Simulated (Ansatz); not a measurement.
# CoO (Fm-3m): one cell, many starting occupations (series 2), part 2 of 3

DFT+U has many self-consistent solutions. How far apart do the states of CoO (Fm-3m) lie when only the starting occupations change? Cell and atoms stay fixed.

Ansatz 0.2.0; DFT LDA+U (U_eff = 4 eV on Co d), plane waves, PAW. The steps go on from the part before.

### 3 Random orbitals: single harmonics, first filling

input.yaml

```yaml
crystal:
  lattice:
    - [0.0, 2.13150166, 2.13150166]
    - [2.13150166, 0.0, 2.13150166]
    - [2.13150166, 2.13150166, 0.0]
  atoms:
    - { symbol: Co, position: [0.0, 0.0, 0.0], spin: 3.0, spin_axis: [1.0, 0.0, 0.0] }
    - { symbol: O, position: [0.5, 0.5, 0.5] }
basis:
  ecutwfc: 420
  ecutrho_ratio: 4
kpoints:
  mp_grid: { grid: [8, 8, 8] }
hamiltonian:
  xc: lda
  hubbard:
    sites:
      - { site: 0, l: d, u_eff: 4.0, starting_ns: [{ occupation_matrix: s0 }] }
    occupation_matrices:
      s0:
        spinor_matrix:
          - [[0.495, 0.0], [0.0, 0.0], [0.0, 0.0], [0.0, 0.0], [0.0, 0.0], [0.475, 0.0], [0.0, 0.0], [0.0, 0.0], [0.0, 0.0], [0.0, 0.0]]
          - [[0.0, 0.0], [0.97, 0.0], [0.0, 0.0], [0.0, 0.0], [0.0, 0.0], [0.0, 0.0], [0.0, 0.0], [0.0, 0.0], [0.0, 0.0], [0.0, 0.0]]
          - [[0.0, 0.0], [0.0, 0.0], [0.97, 0.0], [0.0, 0.0], [0.0, 0.0], [0.0, 0.0], [0.0, 0.0], [0.0, 0.0], [0.0, 0.0], [0.0, 0.0]]
          - [[0.0, 0.0], [0.0, 0.0], [0.0, 0.0], [0.495, 0.0], [0.0, 0.0], [0.0, 0.0], [0.0, 0.0], [0.0, 0.0], [0.475, 0.0], [0.0, 0.0]]
          - [[0.0, 0.0], [0.0, 0.0], [0.0, 0.0], [0.0, 0.0], [0.495, 0.0], [0.0, 0.0], [0.0, 0.0], [0.0, 0.0], [0.0, 0.0], [0.475, 0.0]]
          - [[0.475, 0.0], [0.0, 0.0], [0.0, 0.0], [0.0, 0.0], [0.0, 0.0], [0.495, 0.0], [0.0, 0.0], [0.0, 0.0], [0.0, 0.0], [0.0, 0.0]]
          - [[0.0, 0.0], [0.0, 0.0], [0.0, 0.0], [0.0, 0.0], [0.0, 0.0], [0.0, 0.0], [0.97, 0.0], [0.0, 0.0], [0.0, 0.0], [0.0, 0.0]]
          - [[0.0, 0.0], [0.0, 0.0], [0.0, 0.0], [0.0, 0.0], [0.0, 0.0], [0.0, 0.0], [0.0, 0.0], [0.97, 0.0], [0.0, 0.0], [0.0, 0.0]]
          - [[0.0, 0.0], [0.0, 0.0], [0.0, 0.0], [0.475, 0.0], [0.0, 0.0], [0.0, 0.0], [0.0, 0.0], [0.0, 0.0], [0.495, 0.0], [0.0, 0.0]]
          - [[0.0, 0.0], [0.0, 0.0], [0.0, 0.0], [0.0, 0.0], [0.475, 0.0], [0.0, 0.0], [0.0, 0.0], [0.0, 0.0], [0.0, 0.0], [0.495, 0.0]]
    ns_hold: until_converged
scf:
  occupations: { method: gaussian, width: 0.05 }
  lower_state_search: "off"
  max_iter: 150
output:
  forces: true
  stress: true
  eigenvalues: true
  populations: true
  hubbard: { sites: [{ site: 0, l: d }] }
magnetization:
  noncollinear: true
  spin_orbit: true
```

The typed matrices put 0.97 on the chosen orbitals and 0.02 on the others, and are held until the SCF converges, then released. This run includes spin–orbit coupling.

Started as:

```bash
$ ansatz run input.yaml --threads 2 --pin off --max-ram 3072MiB --backend cpu --events-out ev --progress --plain --runs-dir out
```

Standard output:

```text
Warning: crystal.symmetry: narrowed to the stabiliser of the occupation matrices — unitary ops 8 → 4, anti-unitary 8 → 4; lowered by the specified shell (site 0, l: d); largest admitted image defect 4.4e-16, smallest excluded 4.8e-1 — at a splitting's scale: the group the occupation matrices' own texture admits
Warning: output.stress: scf.convergence.dr2_threshold = 1e-7 eV (the SCF's general default) is looser than the 2e-10 eV advised for a printed stress (1e-10 eV for each atom of the cell: 2). What an SCF threshold leaves in a stress goes as its square root, and in the free energy as the threshold itself, and one threshold admits the most on a small cell: of the crystals measured, under no hybrid functional and no lock of the moments, on runs that ended without the residual-converged pass, on stresses that held no estimate of that error, the worst erred by over 100 MPa in a component at 1e-7 eV an atom and by under 5 at 1e-10. Set scf.convergence.dr2_threshold to 2e-10 eV or tighter. The threshold is an SCF's pass mark: one that does not reach it within its budget of iterations ends unconverged, or closes short of it on a stop that the run arms, and scf.convergence.dr2_threshold's page says what that costs each kind of run
Warning: RAYON_NUM_THREADS=2 ignored (pool sized by the plan → 2); use --threads N
Co: projections on atomic orbitals take those of the free atom [Ne] 3s2 3p6 3d7 4s2, of charge +0.00 (hamiltonian.pseudopotentials.projection_atoms); the dataset's partial waves leave at most 1.4e-9 of an orbital's norm unspanned inside its sphere
O: projections on atomic orbitals take those of the free atom [He] 2s2 2p4, of charge +0.00 (hamiltonian.pseudopotentials.projection_atoms); the dataset's partial waves leave at most 1.5e-11 of an orbital's norm unspanned inside its sphere
Engine: ansatz 0.2.0, aarch64-unknown-linux-gnu
Pseudopotentials: kind: paw_fr
Pseudopotential: Co, paw_fr, valence charge 17, recommended cutoff 420 eV (normal), Co.paw.azcp#standard-fr
Pseudopotential: O, paw_fr, valence charge 6, recommended cutoff 420 eV (normal), O.paw.azcp#standard-fr
Functional definition: SPW92
  exchange = slater_x
  correlation = pw_c
Crystal: 2 atoms, lattice volume = 19.368 Å³
Basis set: ecut = 420 eV, 339 PW (Γ)
Bands: 32, of which v1, the nominal top of the filled ones, is band 23 counted from 1 (22 counted from 0)
Symmetry: 4 space group operations + 4 with time reversal
k-points: 95 of 512 (time reversal used)
Projection manifold: j_resolved (fully-relativistic pseudo-atomic orbitals)
Non-local potential: Co, projectors of the file, l = 0: 3, l = 1: 4, l = 2: 6, l = 3: 2
Non-local potential: O, projectors of the file, l = 0: 2, l = 1: 4, l = 2: 2
PAW form: soft (Blöchl's): semilocal exchange-correlation on the pseudo side does not see the compensation charge
PAW frozen core: Co, regenerated for the run's functional, and the local potential with it (the file was generated under x = pbe(κ = 0.804, μ = 0.2195149727645171), c = pbe(β = 0.06672455060314922))
PAW frozen core: O, regenerated for the run's functional, and the local potential with it (the file was generated under x = pbe(κ = 0.804, μ = 0.2195149727645171), c = pbe(β = 0.06672455060314922))
PAW one-centre angular grid: Co, 590 points (default); XC on 64 Gauss nodes
PAW one-centre angular grid: O, 110 points (default); XC on 64 Gauss nodes
Initial density: superposition of atomic densities (chi_scale 0.1, normalization cell, long waves kept (reshape's long-wave potential 0.00 eV rms))
Starting moments: Σ|m| = 3 μB on 1 of 2 sites
Initial wavefunctions: pseudopotential atomic-orbital guess
Functional: x = slater, c = lda
SCF iter   1: F=—  HF=-5616.271623 eV  |F-HF|=—  |Δ(HF+E_count)|=         —  Δρ=2.50e-1  dr2=8.70e0  dr2_m=7.62e-1  ethr=3.10e-3  |M|=2.57e0 ∫|m|=2.57e0 μB  |m|>n=0.0e0 m-floor=0.0e0 τ_xc=0.0e0  β_m=0.30  ⟨swp⟩=6.6  Hψ=15181  notcnv=0  defer=41
preconditioner: auto → none  [metal: Δε(μ)=0.048 eV  Ē_g=13.425 eV  σ=0.050 eV  W_gap=0.42  n_scr=8 (ndim 8)  ℏωp=32.7 eV  f_vac=0.000  D(μ)=0.62/eV (n_scr^D=0)  sad-step TF]
SCF iter   2: F=—  HF=-5615.130525 eV  |F-HF|=—  |Δ(HF+E_count)|=    1.14e0  Δρ=9.58e-2  dr2=4.90e-1  dr2_m=4.08e-1  ethr=3.10e-3  |M|=2.99e0 ∫|m|=2.99e0 μB  |m|>n=0.0e0 m-floor=0.0e0 τ_xc=6.5e-20  β_m=1.00  ⟨swp⟩=3.0  Hψ=6885  notcnv=0  defer=355
SCF iter   3: F=—  HF=-5615.059588 eV  |F-HF|=—  |Δ(HF+E_count)|=   7.09e-2  Δρ=6.06e-2  dr2=1.83e-1  dr2_m=2.65e-3  ethr=2.13e-3  |M|=2.99e0 ∫|m|=2.99e0 μB  |m|>n=0.0e0 m-floor=0.0e0 τ_xc=1.4e-19  β_m=1.00  ⟨swp⟩=2.0  Hψ=4292  notcnv=0  defer=358
SCF iter   4: F=—  HF=-5615.070338 eV  |F-HF|=—  |Δ(HF+E_count)|=   1.07e-2  Δρ=1.66e-2  dr2=1.14e-2  dr2_m=6.77e-4  ethr=7.97e-4  |M|=2.98e0 ∫|m|=2.98e0 μB  |m|>n=0.0e0 m-floor=0.0e0 τ_xc=1.8e-19  β_m=0.30  ⟨swp⟩=2.0  Hψ=4372  notcnv=0  defer=366
Mixer restart at iter 4: flushing history
spin-set hold released at iteration 4 (site moments contracting): the magnetisation degrees of freedom join the quasi-Newton model from the next iteration; the mixer history was flushed
SCF iter   5: F=—  HF=-5615.120549 eV  |F-HF|=—  |Δ(HF+E_count)|=   5.02e-2  Δρ=1.17e-2  dr2=5.54e-3  dr2_m=5.88e-4  ethr=4.95e-5  |M|=2.99e0 ∫|m|=2.99e0 μB  |m|>n=0.0e0 m-floor=0.0e0 τ_xc=2.0e-19  β_m=0.65  ⟨swp⟩=2.0  Hψ=6347  notcnv=0  defer=368
SCF iter   6: F=—  HF=-5615.187007 eV  |F-HF|=—  |Δ(HF+E_count)|=   6.65e-2  Δρ=1.96e-2  dr2=5.94e-2  dr2_m=1.06e-3  ethr=2.41e-5  |M|=2.98e0 ∫|m|=2.98e0 μB  |m|>n=0.0e0 m-floor=0.0e0 τ_xc=2.7e-19  β_m=0.47  ⟨swp⟩=2.6  Hψ=5560  notcnv=0  defer=368
SCF iter   7: F=—  HF=-5615.173985 eV  |F-HF|=—  |Δ(HF+E_count)|=   1.30e-2  Δρ=2.22e-3  dr2=6.74e-4  dr2_m=1.82e-5  ethr=2.41e-5  |M|=2.99e0 ∫|m|=2.99e0 μB  |m|>n=0.0e0 m-floor=0.0e0 τ_xc=2.7e-19  β_m=0.50  ⟨swp⟩=2.0  Hψ=5710  notcnv=0  defer=370
SCF iter   8: F=—  HF=-5615.173890 eV  |F-HF|=—  |Δ(HF+E_count)|=   9.46e-5  Δρ=3.53e-4  dr2=2.09e-5  dr2_m=2.75e-6  ethr=2.93e-6  |M|=2.99e0 ∫|m|=2.99e0 μB  |m|>n=0.0e0 m-floor=0.0e0 τ_xc=2.8e-19  β_m=0.56  ⟨swp⟩=2.0  Hψ=3648  notcnv=0  defer=370
SCF iter   9: F=—  HF=-5615.173880 eV  |F-HF|=—  |Δ(HF+E_count)|=   1.04e-5  Δρ=7.45e-5  dr2=5.36e-7  dr2_m=8.73e-8  ethr=9.10e-8  |M|=2.99e0 ∫|m|=2.99e0 μB  |m|>n=0.0e0 m-floor=0.0e0 τ_xc=2.9e-19  β_m=0.59  ⟨swp⟩=2.0  Hψ=4666  notcnv=0  defer=370
[... 21 lines left out ...]
SCF iter  30: F=—  HF=-5615.245284 eV  |F-HF|=—  |Δ(HF+E_count)|=   7.16e-5  Δρ=1.60e-4  dr2=2.80e-6  dr2_m=1.42e-6  ethr=2.65e-11  |M|=2.98e0 ∫|m|=2.98e0 μB  |m|>n=0.0e0 m-floor=0.0e0 τ_xc=1.1e-18  β_m=1.00  ⟨swp⟩=4.0  Hψ=8459  notcnv=0  defer=352
SCF iter  31: F=—  HF=-5615.245266 eV  |F-HF|=—  |Δ(HF+E_count)|=   1.88e-5  Δρ=3.82e-4  dr2=6.31e-6  dr2_m=6.98e-6  ethr=2.65e-11  |M|=2.98e0 ∫|m|=2.98e0 μB  |m|>n=0.0e0 m-floor=0.0e0 τ_xc=1.1e-18  β_m=1.00  ⟨swp⟩=3.9  Hψ=7613  notcnv=0  defer=351  recentre
SCF iter  32: F=—  HF=-5615.245290 eV  |F-HF|=—  |Δ(HF+E_count)|=   2.48e-5  Δρ=1.05e-4  dr2=1.29e-6  dr2_m=4.55e-7  ethr=2.65e-11  |M|=2.98e0 ∫|m|=2.98e0 μB  |m|>n=0.0e0 m-floor=0.0e0 τ_xc=1.2e-18  β_m=1.00  ⟨swp⟩=3.6  Hψ=7150  notcnv=0  defer=351
SCF iter  33: F=—  HF=-5615.245276 eV  |F-HF|=—  |Δ(HF+E_count)|=   1.48e-5  Δρ=9.71e-5  dr2=3.55e-7  dr2_m=7.43e-7  ethr=2.65e-11  |M|=2.98e0 ∫|m|=2.98e0 μB  |m|>n=0.0e0 m-floor=0.0e0 τ_xc=1.1e-18  β_m=1.00  ⟨swp⟩=3.5  Hψ=7161  notcnv=0  defer=350
SCF iter  34: F=—  HF=-5615.245282 eV  |F-HF|=—  |Δ(HF+E_count)|=   6.10e-6  Δρ=9.43e-5  dr2=4.65e-7  dr2_m=6.09e-7  ethr=2.65e-11  |M|=2.98e0 ∫|m|=2.98e0 μB  |m|>n=0.0e0 m-floor=0.0e0 τ_xc=1.1e-18  β_m=1.00  ⟨swp⟩=3.3  Hψ=7035  notcnv=0  defer=350
SCF iter  35: F=—  HF=-5615.245288 eV  |F-HF|=—  |Δ(HF+E_count)|=   6.34e-6  Δρ=1.21e-4  dr2=8.17e-7  dr2_m=5.89e-7  ethr=2.65e-11  |M|=2.97e0 ∫|m|=2.98e0 μB  |m|>n=0.0e0 m-floor=0.0e0 τ_xc=1.2e-18  β_m=1.00  ⟨swp⟩=3.5  Hψ=7176  notcnv=0  defer=350
SCF iter  36: F=—  HF=-5615.245290 eV  |F-HF|=—  |Δ(HF+E_count)|=   1.89e-6  Δρ=6.64e-5  dr2=2.39e-7  dr2_m=1.71e-7  ethr=2.65e-11  |M|=2.97e0 ∫|m|=2.98e0 μB  |m|>n=0.0e0 m-floor=0.0e0 τ_xc=1.2e-18  β_m=1.00  ⟨swp⟩=3.1  Hψ=6049  notcnv=0  defer=350
SCF iter  37: F=—  HF=-5615.245292 eV  |F-HF|=—  |Δ(HF+E_count)|=   1.57e-6  Δρ=9.18e-6  dr2=5.31e-9  dr2_m=4.58e-9  ethr=2.65e-11  |M|=2.97e0 ∫|m|=2.98e0 μB  |m|>n=0.0e0 m-floor=0.0e0 τ_xc=1.2e-18  β_m=1.00  ⟨swp⟩=5.6  Hψ=13474  notcnv=0
SCF iter  38: F=—  HF=-5615.245292 eV  |F-HF|=—  |Δ(HF+E_count)|=   5.31e-7  Δρ=4.35e-6  dr2=1.46e-9  dr2_m=1.51e-9  ethr=2.31e-11  |M|=2.97e0 ∫|m|=2.98e0 μB  |m|>n=0.0e0 m-floor=0.0e0 τ_xc=1.2e-18  β_m=1.00  ⟨swp⟩=4.2  Hψ=8972  notcnv=0
SCF iter  39: F=-5615.245292 eV  HF=-5615.245292 eV  |F-HF|=2.08e-10  |Δ(HF+E_count)|=   4.23e-7  Δρ=2.35e-5  dr2=5.43e-8  dr2_m=1.96e-9  ethr=6.33e-12  |M|=2.97e0 ∫|m|=2.98e0 μB  |m|>n=0.0e0 m-floor=0.0e0 τ_xc=1.2e-18  ⟨swp⟩=5.0  Hψ=11086  notcnv=0
The SCF converged. Along the directions that its mixing steps explored, a Ritz value of the dielectric operator 1 − χ₀K read negative at each of the last 4 readings (its real part and the size of its imaginary part sum to between -0.12 and -0.11).
SCF 1 converged in 39 iterations: F = -5615.245292 eV  dr2 = 5.43e-8
No search for a lower state was made along the close's negative reading: the deck asks for none (scf.lower_state_search: off) (following: asked_to_warn; scf.lower_state_search in the input reference).
SCF converged after 39 iterations
Magnetization: |M| = 2.9746 μB,  M = (+2.9746, -0.0000, -0.0000) μB
Absolute magnetization: 2.9769 μB (∫|m|, with the PAW one-centre terms)
  site 0: m = (+2.5539, +0.0000, -0.0000) μB, |m| = 2.5539 μB  (R = 0.88 Å)
  site 1: m = (+0.2504, -0.0000, -0.0000) μB, |m| = 0.2504 μB  (R = 0.88 Å)
Free energy (F): -5615.245292 eV
Harris-Foulkes:  -5615.245292 eV  (|F-HF|=2.08e-10)
Internal energy: -5615.245202 eV  (E = F + TS)
E sigma→0 (E₀):  -5615.245247 eV
Entropy (-TS):   -0.000090 eV (-0.045 meV/atom)
Fermi energy:    13.104049 eV
--- Per-component energies (eV) ---
  E_band       = -324.288230
  E_kinetic    = 615.956469
  E_local      = -3438.671876  (includes V_loc(G=0)·N_el)
  E_nonlocal   = 520.670439
  E_hartree    = 1405.745049
  E_xc         = -225.600113
  E_vxc        = -291.947608  (∫ρ·V_xc dr)
  E_hubbard    = 0.649288  (on-site DFT+U / exact-exchange correction)
  E_vhub       = -13.326223  (the Hubbard potential's part of the band-sum identity)
  E_paw        = -1602.451442  (= ΣΔE_a)
  E_vpaw       = -528.446348  (= ΣTr[D̂ρ^β])
  E_aug_tail   = 0.002548  (compensation charges beyond the density's cutoff)
  E_ewald      = -2892.062814
  E_core_change = 0.517249  (= ΣΔE_core)
  E_smearing   = -0.000090  (= −TS)
  E_closure    = 0.000000  (closes the sum)
  Σ components = -5615.245292   (vs F -5615.245292, Δ=0.00e0)
--- Hubbard shell moments (per corrected site; Tr N, ν in electrons; μ in μ_B) ---
  shell 0: Tr N=7.3124  μ_S=(+2.6492, -0.0000, -0.0000)  μ_L=(+0.0425, +0.0000, +0.0000)  μ=(+2.6916, +0.0000, -0.0000)  ν=0.0994 along (+1.000, +0.000, -0.000)
--- Specified on-site occupations, and those of the state reported ---
  electrons in the specified blocks: 6.8500 specified, 7.3124 found
  site 0 (l=d): largest change of an orbital's occupation 0.1610; electrons 6.8500 specified, 7.3124 found; spectral distance 0.1915
--- Forces (eV/Å), atoms counted from 1 ---
  atom   1  Co     0.00000000     0.00000000     0.00000000
  atom   2  O      0.00000000     0.00000000     0.00000000
  max |Σ_I F_I| component: 0.00e0 eV/Å
--- Stress (GPa, compression-positive) ---
      -12.061270       0.000000       0.000000
        0.000000     -11.747408       0.000000
        0.000000       0.000000       0.214638
  P = ⅓ Tr σ = -7.8647 GPa (-78.647 kbar)
--- Band table (eV; the first three rows and the last of 95) ---
  k-point 0: bands = ["-82.8091", "-79.7550", "-47.3894", "-47.2666", "-45.2470", "-43.8803", "-43.5206", "-42.6200", "-6.2942", "-5.8580", "7.1957", "7.6414", "8.5134", "8.7028", "8.7363", "10.4361", "10.4448", "10.4987", "10.4999", "10.7136", "10.9955", "10.9968", "11.1254", "13.9311", "14.0017", "14.3752", "14.9694", "15.0343", "29.9264", "30.0968", "30.7772", "31.4497"]
  k-point 1: bands = ["-82.8086", "-79.7545", "-47.3917", "-47.2689", "-45.2496", "-43.8832", "-43.5236", "-42.6230", "-6.1229", "-5.6853", "7.1123", "7.3007", "8.0845", "8.4520", "8.7551", "9.5038", "9.9976", "10.1655", "10.5808", "10.9640", "10.9972", "11.1661", "11.2002", "14.0829", "14.4676", "15.4100", "15.4342", "16.0036", "27.4633", "28.0478", "30.4352", "30.6449"]
  k-point 2: bands = ["-82.8076", "-79.7532", "-47.3973", "-47.2742", "-45.2558", "-43.8899", "-43.5304", "-42.6302", "-5.6769", "-5.2355", "6.4014", "6.6555", "7.2301", "7.7165", "8.1445", "8.9808", "9.5411", "9.8387", "9.9601", "11.2228", "11.4273", "11.8036", "12.1166", "14.4058", "15.3769", "16.2784", "17.0858", "17.6781", "24.7082", "25.3924", "28.6152", "28.7027"]
  k-point 94: bands = ["-82.8061", "-79.7491", "-47.4051", "-47.2806", "-45.2802", "-43.9011", "-43.5399", "-42.6587", "-5.1187", "-4.3462", "6.4367", "6.8624", "7.2169", "7.9758", "9.2284", "9.2307", "9.6030", "9.7119", "9.7138", "9.7538", "9.7927", "11.6415", "11.6787", "12.8377", "14.4551", "15.9161", "18.8837", "19.8248", "23.2911", "23.7110", "24.4312", "25.7145"]
Occupation matrices written to <dir>
--- Löwdin populations: 2 sites ---
  site symbol       q [e]
     0     Co     15.8432
     1      O      7.0251
  spilling = 0.005728 (of n_electrons = 23.000000)
--- Occupation matrices: 1 shell (run DFT+U table (all-electron-ortho-atomic); ε = 2.00e-2, under-converged) ---
  Co0 d_3D: site group Oh (m-3m)
  Co0 d_3D spinor Tr n = 7.3124  λ = 0.056 0.124 0.160 0.992 0.993 0.994 0.997 0.998 0.998 0.999  [xy 0.99 (T2g 1.00) G3/2g(0.70) | z2 1.00 (Eg 1.00) G3/2g(1.00) | x2-y2 1.00 (Eg 1.00) G3/2g(1.00) | 7× yz 0.28 (T2g 0.71) G3/2g(0.76)]
  specified occupation → Co0 d_3D spinor: matrix, ‖Δ‖_F = 0.2595, Tr Δ = -0.4624, displaced = 0.3112, d_λ = 0.1915; orbital distance = 0.1882
  Tr n, λ and their labels are of the run-group-symmetrised matrices; stabiliser: 8 of 96 elements of G0×{1,Θ} (closed), max defect 1.2e-15 at τ = 5.4e-3
```

Run time: 79 s. Hardware: 2 threads of Arm Neoverse N1, shared host; peak memory 0.52 GiB.

It ends with no gap, pressure -7.9 GPa, moments in spheres Co1 (2.55, 0.00, 0.00); O2 (0.25, 0.00, 0.00) μB, largest force component 0.00 eV/Å, 4 symmetry operations imposed. It flags that the state may be a saddle point.

The shells' filling, with natural orbitals sorted by occupation:

| shell | channel | electrons | over 0.8 | 0.2 to 0.8 | under 0.2 |
| --- | --- | --- | --- | --- | --- |
| Co 3d (atom 1) | both spins | 7.31 | 7 | 0 | 3 |

Spin moments on the atoms, as numbers:

| atom | x (μB) | y (μB) | z (μB) |
| --- | --- | --- | --- |
| Co1 | 2.55 | 0.00 | 0.00 |
| O2 | 0.25 | 0.00 | 0.00 |

[end of part 2 of 3]
